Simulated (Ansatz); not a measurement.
Ge: energy along a strain

Ge, P6_3/mmc, a = 3.997 Å, c = 6.596 Å. This isn't the element's structure at ambient conditions. Ansatz: PBEsol, PAW, 420 eV, Γ-centred 12×12×8 mesh on 4 atoms, Gaussian smearing 0.15 eV; no spin polarisation. Cell vectors (Å): 3.997 0.000 0.000; -1.998 3.461 0.000; 0.000 0.000 6.596. The cell is strained by x per cent times the pattern (0 1 0 0 0 0) in the order xx yy zz yz xz xy (engineering shears), with fractional coordinates held. y is the free energy over the start, V0 = 22.816 Å³/atom.

| x (%) | y (meV/atom) |
| --- | --- |
| -2.00 | 4.94 |
| -1.50 | 2.74 |
| -1.00 | 1.20 |
| -0.50 | ? |
| 0.00 | 0.00 |
| 0.50 | 0.29 |
| 1.00 | 1.13 |
| 1.50 | 2.52 |
| 1.75 | 3.41 |
| 2.00 | 4.42 |

Fit y = c2 x² + c3 x³ to the other rows, get the stiffness along the pattern, and predict the missing energy.

Least squares on the rows shown. y = 1.170 x² − 0.03248 x³. The clamped-ion stiffness p·C·p = 2 × 11.70 eV × 160.2 / 22.816 Å³ = 164 GPa, which is C22 in these axes. At x = -0.50 the fit asked for gives 0.30 meV/atom. The run gave 0.30 meV/atom, the same to the digits shown.